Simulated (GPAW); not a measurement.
Runs of GPAW 26.7.0 on FeO. Symmetry: I4/mmm, No. 139, tetragonal system. The conventional cell has a = 3.204 Å, b = 3.204 Å, c = 4.167 Å, α = 90.00°, β = 90.00°, γ = 90.00°. Fe (site symmetry 4/mmm) is surrounded by 6 O at 2.08 to 2.27 Å. O (site symmetry 4/mmm) is surrounded by 6 Fe at 2.08 to 2.27 Å. The cell comes from a database or a generator and needn't be the stable form of this composition.

```csv
task,level,potentials or basis,k mesh,cutoff (eV),maxiter,band path,band points,convergence,gap on the mesh (eV),pressure (GPa),moment (μB)
band structure,LDA,"the program's PAW data sets (release 1.2.1) made for this functional, pw",8 × 8 × 8,800,150,"GXYSGZS1NPY1Z,XP",60,-,-,(a),4.00
band structure,PBEsol,"PAW data sets generated in the run's folder for this functional, pw",8 × 8 × 8,800,150,"GXYSGZS1NPY1Z,XP",60,-,-,-15.0,4.00
single point,PBEsol,"PAW data sets generated in the run's folder for this functional, pw",12 × 12 × 12,800,150,-,-,-,none,-15.1,4.00
single point,r2SCAN,"GPAW PAW data sets (gpaw-data 1.2.1), pw",9 × 9 × 9,650,120,-,-,default,none,-14.2,4.00
```

Alike in all rows: spin collinear, ferromagnetic start; cell as given; smearing fermi-dirac 0.05 eV.

Question: Estimate the missing entries.

Answer: (a) -22.4.

Caveats: a cell with one magnetic atom can't hold antiferromagnetic order, which such compounds often take; semilocal functionals often make such compounds metallic where correlation or magnetic order opens a gap, which also shifts bond lengths; so large a pressure means that the cell lies far from this level's equilibrium, or that cutoff or potentials fall short (some runs); the cutoff is short for stress and forces, so pressures can be off by a GPa or more (some runs); the PAW data sets were made with another functional, which shifts forces and pressure a little (some runs).

A k mesh can miss the band edges.

A gap of «none» marks a metal or a gap under the smearing width.

Not every run made on this cell is shown here.
